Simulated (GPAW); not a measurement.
# MgS (Niningerite) (Fm-3m) in GPAW: a series of runs

One crystal, MgS (Niningerite), is run at these levels: PBEsol, RPBE, PBE; tasks: single point.

All numbers are computed with GPAW 26.7.0; they aren't measurements. Logs are shortened: lines on timing, memory, paths and dates and some standing lists are left out, and cuts for length are marked. The log counts tension as positive stress, the text compression.

**1. The structure**

Symmetry: Fm-3m, No. 225, cubic system. Conventional cell: a = 5.203 Å, b = 5.203 Å, c = 5.203 Å, α = 90.00°, β = 90.00°, γ = 90.00°. S (site symmetry m-3m) is surrounded by 6 Mg at 2.60 Å. Mg (site symmetry m-3m) has 6 S at 2.60 Å as nearest neighbours.

**2. Single point, PBEsol**

run.py reads:

```python
from ase.dft.bandgap import bandgap
from ase.io import read, write
from ase.units import Bohr, GPa
from gpaw import GPAW, PW, setup_paths
from gpaw.elf import elf_from_dft_calculation

setup_paths.insert(0, '.')

atoms = read('POSCAR')

calc = GPAW(mode=PW(800),
            xc='PBEsol',
            kpts={'size': (9, 9, 9), 'gamma': True},
            occupations={'name': 'methfessel-paxton', 'order': 0, 'width': 0.02},
            nbands=16,
            convergence={'density': 1e-05, 'energy': 1e-05},
            maxiter=150,
            txt='gpaw.txt')
atoms.calc = calc
energy = atoms.get_potential_energy()
forces = atoms.get_forces()
stress = atoms.get_stress()
calc.write('gs.gpw')
write('result.traj', atoms)
print(f'Energy: {energy:.6f} eV')
print('Forces (eV/A):')
print(forces.round(4))
print('Stress (GPa):', (stress / GPa).round(3))
print('Fermi level:', round(calc.get_fermi_level(), 4), 'eV')
print(f'Gap: {bandgap(calc)[0]:.4f} eV, direct: {bandgap(calc, direct=True)[0]:.4f} eV')

# fields on the real-space grid
write('density.cube', atoms, data=calc.get_pseudo_density() * Bohr**3)
write('potential.cube', atoms, data=calc.get_electrostatic_potential())
write('elf.cube', atoms, data=elf_from_dft_calculation(calc).data)
```

POSCAR reads:

```
MgS
1.0
    0.0000000000      2.6016500000      2.6016500000
    2.6016500000      0.0000000000      2.6016500000
    2.6016500000      2.6016500000      0.0000000000
S Mg
1 1
Direct
    0.5000000000      0.5000000000      0.5000000000
    0.0000000000      0.0000000000      0.0000000000
```

Potentials or basis: PAW data sets generated in the run's folder for this functional, pw.

Command:

```
> gpaw-setup -f PBEsol Mg S
> OMP_NUM_THREADS=1 python run.py
```

gpaw.txt:

```text
__  _  _
 | _ |_)|_||  |
 |__||  | ||/\| - 26.7.0

Input parameters:
  mode=PW(ecut=800.0),
  convergence={'density': 1e-05, 'energy': 1e-05},
  kpts=MonkhorstPack(size=(9, 9, 9), gamma=True),
  maxiter=150,
  nbands=16,
  occupations=Occupations(name='methfessel-paxton', order=0, width=0.02),
  xc=XC(name='PBEsol')

Diagonalizing LCAO Hamiltonian
Converting LCAO to pw mode

               S

       Mg

Atoms  # Å, Bohr magnetons
|   | symbol |        x |        y |        z |    initial magnetic moments |
|---|--------|----------|----------|----------|-----------------------------|
| 0 |      S | 2.601650 | 2.601650 | 2.601650 | ( 0.0000,  0.0000,  0.0000) |
| 1 |     Mg | 0.000000 | 0.000000 | 0.000000 | ( 0.0000,  0.0000,  0.0000) |

Unit cell  # Å
| periodic |        x |        y |        z |  lengths |    angles |
|----------|----------|----------|----------|----------|-----------|
|      yes | 0.000000 | 2.601650 | 2.601650 | 3.679289 | 60.000000 |
|      yes | 2.601650 | 0.000000 | 2.601650 | 3.679289 | 60.000000 |
|      yes | 2.601650 | 2.601650 | 0.000000 | 3.679289 | 60.000000 |

Number of symmetries: 48
Symmetry operations  # r_c * U_cc + t_c -> r_c
|    | kind |            matrix            |
|----|------|------------------------------|
|  0 |  σ   |  1, 0, 0,  1, 0,-1,  1,-1, 0 |
|  1 |  C2  |  1, 0, 0,  1,-1, 0,  1, 0,-1 |
|  2 |  E   |  1, 0, 0,  0, 1, 0,  0, 0, 1 |
|  3 |  σ   |  1, 0, 0,  0, 0, 1,  0, 1, 0 |
|  4 |  C4  |  1, 0,-1,  1, 0, 0,  1,-1, 0 |
|  5 |  S6  |  1, 0,-1,  1,-1, 0,  1, 0, 0 |
|  6 |  σ   |  1, 0,-1,  0, 1,-1,  0, 0,-1 |
|  7 |  C3  |  1, 0,-1,  0, 0,-1,  0, 1,-1 |
|  8 |  S6  |  1,-1, 0,  1, 0, 0,  1, 0,-1 |
|  9 |  C4  |  1,-1, 0,  1, 0,-1,  1, 0, 0 |
| 10 |  C3  |  1,-1, 0,  0,-1, 1,  0,-1, 0 |
| 11 |  σ   |  1,-1, 0,  0,-1, 0,  0,-1, 1 |
| 12 |  σ   |  0, 1, 0,  1, 0, 0,  0, 0, 1 |
| 13 |  C4  |  0, 1, 0,  0, 1,-1, -1, 1, 0 |
| 14 |  C3  |  0, 1, 0,  0, 0, 1,  1, 0, 0 |
| 15 |  S6  |  0, 1, 0, -1, 1, 0,  0, 1,-1 |
| 16 |  C2  |  0, 1,-1,  1, 0,-1,  0, 0,-1 |
| 17 |  σ   |  0, 1,-1,  0, 1, 0, -1, 1, 0 |
| 18 |  S4  |  0, 1,-1,  0, 0,-1,  1, 0,-1 |
| 19 |  C4  |  0, 1,-1, -1, 1, 0,  0, 1, 0 |
| 20 |  C3  |  0, 0, 1,  1, 0, 0,  0, 1, 0 |
| 21 |  σ   |  0, 0, 1,  0, 1, 0,  1, 0, 0 |
| 22 |  S6  |  0, 0, 1,  0,-1, 1, -1, 0, 1 |
| 23 |  C4  |  0, 0, 1, -1, 0, 1,  0,-1, 1 |
| 24 |  S4  |  0, 0,-1,  1, 0,-1,  0, 1,-1 |
| 25 |  C3  |  0, 0,-1,  0, 1,-1,  1, 0,-1 |
| 26 |  C2  |  0, 0,-1,  0,-1, 0, -1, 0, 0 |
| 27 |  S6  |  0, 0,-1, -1, 0, 0,  0,-1, 0 |
| 28 |  S4  |  0,-1, 1,  1,-1, 0,  0,-1, 0 |
| 29 |  C4  |  0,-1, 1,  0, 0, 1, -1, 0, 1 |
| 30 |  C2  |  0,-1, 1,  0,-1, 0,  1,-1, 0 |
| 31 |  σ   |  0,-1, 1, -1, 0, 1,  0, 0, 1 |
| 32 |  C3  |  0,-1, 0,  1,-1, 0,  0,-1, 1 |
| 33 |  S6  |  0,-1, 0,  0, 0,-1, -1, 0, 0 |
| 34 |  S4  |  0,-1, 0,  0,-1, 1,  1,-1, 0 |
| 35 |  C2  |  0,-1, 0, -1, 0, 0,  0, 0,-1 |
| 36 |  C2  | -1, 1, 0,  0, 1, 0,  0, 1,-1 |
| 37 |  S6  | -1, 1, 0,  0, 1,-1,  0, 1, 0 |
| 38 |  S4  | -1, 1, 0, -1, 0, 1, -1, 0, 0 |
| 39 |  C3  | -1, 1, 0, -1, 0, 0, -1, 0, 1 |
| 40 |  S6  | -1, 0, 1,  0, 0, 1,  0,-1, 1 |
| 41 |  C2  | -1, 0, 1,  0,-1, 1,  0, 0, 1 |
| 42 |  C3  | -1, 0, 1, -1, 1, 0, -1, 0, 0 |
| 43 |  S4  | -1, 0, 1, -1, 0, 0, -1, 1, 0 |
| 44 |  C2  | -1, 0, 0,  0, 0,-1,  0,-1, 0 |
| 45 |  i   | -1, 0, 0,  0,-1, 0,  0, 0,-1 |
| 46 |  σ   | -1, 0, 0, -1, 1, 0, -1, 0, 1 |
| 47 |  C2  | -1, 0, 0, -1, 0, 1, -1, 1, 0 |

[... 65 lines left out ...]
    |    s |        |      10.020 |    0.974 |
    |    p |        |      20.234 |    0.979 |
    |    d |        |       0.000 |    0.900 |

    Using partial waves for S as LCAO basis

  Mg:
    name:    Magnesium
    Z:       12.0
    valence: 10
    core:    2
    charge:  0.0  # [|e|]
    compensation charges:
      type: gauss
      rc: 0.33  # [Å]
      lmax: 2
    cutoffs:
      filter: 1.86  # [Å]
      core: 0.54  # [Å]
    projectors
    | kind |    occ | energy [eV] | rcut [Å] |
    |------|--------|-------------|----------|
    |   2s |  2.000 |     -79.588 |    1.090 |
    |   3s |  2.000 |      -4.679 |    1.090 |
    |   2p |  6.000 |     -46.550 |    1.085 |
    |   3p |  0.000 |      -1.306 |    1.085 |
    |    d |        |       0.000 |    1.037 |

    Using partial waves for Mg as LCAO basis

Reference energy: -16277.884661  # eV

eigensolver:
  PPCG
  Converge bands: occupied
  niter=2

density mixing:
  MSR1-Mixer
  Pratt-step length: 0.05
  Maximum mixing coefficient: 0.75
  Old densities: 10
  SVD Regularization: 0.005
  Good broyden scale: 1.0
  Trust region scale: 1.0
  Backstep threshold: 4.0
  History deletion threshold: 6.0
  Fourier metric: weight=20.0, sigma=0.015

occupation numbers:
  Methfessel-Paxton:
    width: 0.0200  # eV
    order: 0

poisson solver:
  ecut: 6400.0  # eV

xc functional:
  name: PBEsol with 2 nearest neighbor stencil

convergence criteria:
- Maximum integral of absolute [dens]ity change: 1e-05 electrons / valence electron
- Maximum [total energy] change in last 3 cyles: 1e-05 eV / valence electron
- Maximum integral of absolute [eigenst]ate change: 4e-08 eV^2 / valence electron
maximum number of iterations: 150

SCF iterations
|iter     | |      energy | eigst |  dens |
|---------|-|-------------|-------|-------|
|iter:   1| |   -9.470431 | -0.02 |       |
|iter:   2| |   -9.411315 | -2.31 | -1.17 |
|iter:   3| |   -9.170016 | -1.83 | -1.21 |
|iter:   4| |   -9.172172 | -3.34 | -1.81 |
|iter:   5| |   -9.172882 | -4.21 | -2.23 |
|iter:   6| |   -9.172891 | -5.97 | -3.44 |
|iter:   7| |   -9.172893c| -7.08 | -3.91 |
|iter:   8| |   -9.172893c| -8.55c| -4.80 |
|iter:   9| |   -9.172893c| -9.41c| -5.70c|

Converged in 9 steps
Energy contributions relative to reference atoms: (reference = -16277.884661)

Energy contributions:
  Kinetic:           6.536772
  Coulomb:          -5.448749
  Zero:              0.055832
  External:          0.000000
  Xc:              -10.316747
  Entropy:           0.000000
  Spinorbit:         0.000000
  ----------------------------
  Free energy:      -9.172893
  Extrapolated:     -9.172893

dipole moment: (-7.469192, -7.469192, -7.469192)  # |e|*Ang

Fermi level: 5.816
Eigenvalues  # (at kpt = [0.000, 0.000, 0.000])
| band index |      eig [eV] | occ [0-2] |
|------------|---------------|-----------|
|          0 |       -69.899 |     2.000 |
|          1 |       -36.870 |     2.000 |
|          2 |       -36.870 |     2.000 |
|          3 |       -36.870 |     2.000 |
|          4 |        -8.103 |     2.000 |
|          5 |         4.579 |     2.000 |
[... 8 lines left out ...]
|         14 |        16.884 |     0.000 |
|         15 |        17.730 |     0.000 |

Gap: 2.843 eV
Transition (v -> c):
  (s=0, k=0, n=7, [0.00, 0.00, 0.00]) -> (s=0, k=30, n=8, [0.44, 0.44, 0.00])
Direct/indirect transitions are different
Direct gap: 3.596 eV
Transition at: (s=0, k=0, n=7, [0.00, 0.00, 0.00])

Forces  # eV/Ang
|       x |        y |        z |
|---------|----------|----------|
| 0.00000 | -0.00000 | -0.00000 |  # S    0
| 0.00000 |  0.00000 |  0.00000 |  # Mg   1

Stress tensor  # eV/Ang^3
|         x |        y |         z |
|-----------|----------|-----------|
|  0.005630 | 0.000000 | -0.000000 |
|  0.000000 | 0.005630 |  0.000000 |
| -0.000000 | 0.000000 |  0.005630 |

# Writing to gs.gpw (mode='')
```

stdout:

```text
Energy: -9.172893 eV
Forces (eV/A):
[[ 0. -0. -0.]
 [ 0.  0.  0.]]
Stress (GPa): [ 0.902  0.902  0.902  0.    -0.     0.   ]
Fermi level: 5.8158 eV
Gap: 2.8426 eV, direct: 3.5958 eV
```

Wall time 19 s (1 thread of Arm Neoverse V1, shared host); peak memory 0.17 GiB.

Results:

| Item | Value |
| --- | --- |
| Free energy | -9.1729 eV |
| Pressure | -0.9 GPa |
| Band gap on the k mesh | 2.84 eV, indirect (least direct gap 3.60 eV) |

Caveat: an odd mesh through Γ misses points on the zone boundary, where band edges often lie.

**3. Single point, RPBE**

run.py: that of step 2 with these lines changed.

```diff
@@ -1,15 +1,20 @@
+from ase import Atoms
 from ase.dft.bandgap import bandgap
-from ase.io import read, write
+from ase.io import write
 from ase.units import Bohr, GPa
-from gpaw import GPAW, PW, setup_paths
+from gpaw import GPAW, PW
 from gpaw.elf import elf_from_dft_calculation
 
-setup_paths.insert(0, '.')
-
-atoms = read('POSCAR')
+atoms = Atoms(['S', 'Mg'],
+              cell=[[0.0, 2.60165, 2.60165],
+                    [2.60165, 0.0, 2.60165],
+                    [2.60165, 2.60165, 0.0]],
+              scaled_positions=[[0.5, 0.5, 0.5],
+                                [0.0, 0.0, 0.0]],
+              pbc=True)
 
 calc = GPAW(mode=PW(800),
-            xc='PBEsol',
+            xc='RPBE',
             kpts={'size': (9, 9, 9), 'gamma': True},
-            occupations={'name': 'methfessel-paxton', 'order': 0, 'width': 0.02},
+            occupations={'name': 'methfessel-paxton', 'order': 0, 'width': 0.1},
             nbands=16,
```

Potentials or basis: the program's PAW data sets (release 1.2.1) made for this functional, pw.

Command:

```
> OMP_NUM_THREADS=1 python run.py
```

Run time: 18 s. Hardware: 1 thread of Arm Neoverse V1, shared host; peak memory 0.17 GiB.

The run converged. Its results:

- Free energy: -8.0460 eV
- Pressure: 3.2 GPa
- Band gap on the k mesh: 3.07 eV, indirect (least direct gap 3.88 eV)

Levels at points of the mesh, in eV from the valence-band top:
```csv
k point,band 5,band 6,band 7,band 8,band 9,band 10,band 11,band 12
"(0.00, 0.00, 0.00)",-12.65,0.00,0.00,0.00,3.88,7.97,7.97,7.97
```

Caveat: an odd mesh through Γ misses points on the zone boundary, where band edges often lie.

**4. Single point, PBE**

run.py reads:

```python
from ase.dft.bandgap import bandgap
from ase.io import read, write
from ase.units import GPa
from gpaw import GPAW, PW

atoms = read('POSCAR')

calc = GPAW(mode=PW(800),
            xc='PBE',
            kpts={'size': (9, 9, 9), 'gamma': True},
            occupations={'name': 'methfessel-paxton', 'order': 0, 'width': 0.02},
            nbands=16,
            convergence={'density': 1e-05, 'energy': 1e-05},
            maxiter=150,
            txt='gpaw.txt')
atoms.calc = calc
energy = atoms.get_potential_energy()
forces = atoms.get_forces()
stress = atoms.get_stress()
calc.write('gs.gpw')
write('result.traj', atoms)
print(f'Energy: {energy:.6f} eV')
print('Forces (eV/A):')
print(forces.round(4))
print('Stress (GPa):', (stress / GPa).round(3))
print('Fermi level:', round(calc.get_fermi_level(), 4), 'eV')
print(f'Gap: {bandgap(calc)[0]:.4f} eV, direct: {bandgap(calc, direct=True)[0]:.4f} eV')
```

POSCAR is that of step 2.

Potentials or basis: GPAW PAW data sets (gpaw-data 1.2.1), pw.

Command:

```
> OMP_NUM_THREADS=1 python run.py
```

Run time: 17 s. Hardware: 1 thread of Arm Neoverse V1, shared host; peak memory 0.17 GiB.

The run converged. Its results:

```
Free energy            : -8.6065 eV
Pressure               : 1.1 GPa
Band gap on the k mesh : 2.92 eV, indirect (least direct gap 3.72 eV)
```

Levels at points of the mesh, in eV from the valence-band top:
```
           k point  band 4  band 5  band 6  band 7  band 8  band 9  band 10  band 11  band 12
(0.00, 0.00, 0.00)  -41.61  -12.67    0.00    0.00    0.00    3.72     7.92     7.92     7.92
```

Caveat: an odd mesh through Γ misses points on the zone boundary, where band edges often lie.

**5. The runs side by side**

```csv
level,potentials or basis,smearing,gap on the mesh (eV),pressure (GPa)
PBEsol,"PAW data sets generated in the run's folder for this functional, pw",gaussian 0.02 eV,2.84,-0.9
RPBE,"the program's PAW data sets (release 1.2.1) made for this functional, pw",gaussian 0.1 eV,3.07,3.2
PBE,"GPAW PAW data sets (gpaw-data 1.2.1), pw",gaussian 0.02 eV,2.92,1.1
```

Alike in all rows: task single point; no spin polarisation; cell as given; k mesh 9 × 9 × 9; cutoff (eV) 800.

Caveats: an odd mesh through Γ misses points on the zone boundary, where band edges often lie.

Total energies depend on the potentials used, so only differences within one code and one set of settings carry meaning.
